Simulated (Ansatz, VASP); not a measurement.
Hf in VASP and in Ansatz

INCAR

```
SYSTEM = Hf
  PREC = Accurate
  ENCUT = 520
  EDIFF = 1E-6
  ISMEAR = 0
  SIGMA = 0.05
  LREAL = .FALSE.
  LASPH = .TRUE.
  NELM = 60
  ALGO = Fast
  ISIF = 2
  LWAVE = .FALSE.
  LCHARG = .FALSE.
  GGA = PE
  NBANDS = 11
```

The input KPOINTS:

```
Automatic mesh
0
G
  14 14 14
  0 0 0
```

POSCAR

```
Hf
1.0
    0.0000000000      2.3591020236      2.3591020236
    2.3591020236      0.0000000000      2.3591020236
    2.3591020236      2.3591020236      0.0000000000
Hf
1
Direct
    0.0000000000      0.0000000000      0.0000000000
```

Input for Ansatz:

```yaml
crystal:
  lattice:
    - [0.0, 2.3591020236, 2.3591020236]
    - [2.3591020236, 0.0, 2.3591020236]
    - [2.3591020236, 2.3591020236, 0.0]
  atoms:
    - { symbol: Hf, position: [0.0, 0.0, 0.0] }
basis:
  ecutwfc: 420
  fft_grid_basis: typed
kpoints:
  mp_grid: { grid: [14, 14, 14] }
hamiltonian:
  xc: pbe
  pseudopotentials: { kind: paw }
scf:
  occupations: { method: gaussian, width: 0.05 }
output:
  forces: true
  stress: true
  eigenvalues: true
  bader: true
  write_density: true
  volumetric_format: npy
  elf: true
```

This isn't the form of Hf at room conditions, which is hcp.

Alike in both runs: task single point; functional PBE; k mesh 14 × 14 × 14; occupations gaussian, width 0.05 eV; no spin polarisation.

|  | VASP | Ansatz |
| --- | --- | --- |
| version | VASP 6.6.1 | Ansatz 0.2.0 |
| potentials or method | VASP PAW PBE potentials, release 64 (Hf_pv) | scalar-relativistic, plane waves, PAW |
| plane-wave cutoff (eV) | 520 | 420 |
| valence electrons in the cell | 10 | 26 |

VASP gave:

| Property | Result |
| --- | --- |
| gap on the k mesh at the Fermi level (eV) | none |
| pressure (GPa) | -12.3 |

Estimate Ansatz's values.

gap on the k mesh at the Fermi level (eV): none; pressure (GPa): -11.9.

A gap of «none» marks a metal or a gap that the smearing closes. The two sets of potentials don't hold the same shells in valence.

The runs have no spin-orbit coupling, so splittings on Hf are missing.
